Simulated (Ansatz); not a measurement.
# C (Fd-3m) in Ansatz: equation of state

Aim: energy against volume of C in PBEsol, for its equilibrium volume and stiffness.

Program: Ansatz 0.2.0. These are calculated values, not measurements. Logs are shortened: lines on timing, memory, paths and dates and some standing lists are left out, and cuts for length are marked.

**The experiment to reproduce.**

“Equation of state of cubic boron nitride at high pressures and temperatures”, 2007, arxiv:cond-mat/0702656 quotes, for a bulk crystal of C: bulk modulus 442 ± 5 GPa.

The runs below are set against these values where they give the same quantity.

## Step 1: Starting point

The structure is cubic, space group Fd-3m (No. 227). Conventional cell: a = 3.567 Å, b = 3.567 Å, c = 3.567 Å, α = 90.00°, β = 90.00°, γ = 90.00°. C (site symmetry -43m) is surrounded by 4 C at 1.54 Å.

This isn't the form of C at room conditions, which is graphite.

## Step 2: Equation of state, PBEsol

Potentials or basis: all-electron LAPW, scalar-relativistic.

No new run: the results of the series are fitted here.

What came out:

```
Equilibrium volume                      : 5.61 Å³/atom
Bulk modulus                            : 450 GPa
Pressure derivative of the bulk modulus : 3.7
```

Energy against volume, from the lowest point:
```
volume (Å³/atom)  energy (meV/atom)
           5.332              20.44
           5.445               6.52
           5.558               0.00
           5.672               0.22
           5.785               6.57
           5.899              18.51
           6.012              35.52
```

## Step 3: Comparison with measurements

Step 2. A measured bulk modulus of C is 442 GPa (quoted in “Equation of state of cubic boron nitride at high pressures and temperatures”, 2007, arxiv:cond-mat/0702656); the calculated 450 GPa misses it by +1.9 %. 3 values of this kind are on record (442 to 444.8 GPa); this one was drawn at random among those near their median, those with a stated uncertainty first. The fit is for a static lattice scaled at fixed shape and fixed fractional positions. The cell as given is a measured one (5.67 Å³/atom); PBEsol puts the equilibrium volume -1.1 % from it, thermal expansion not counted.
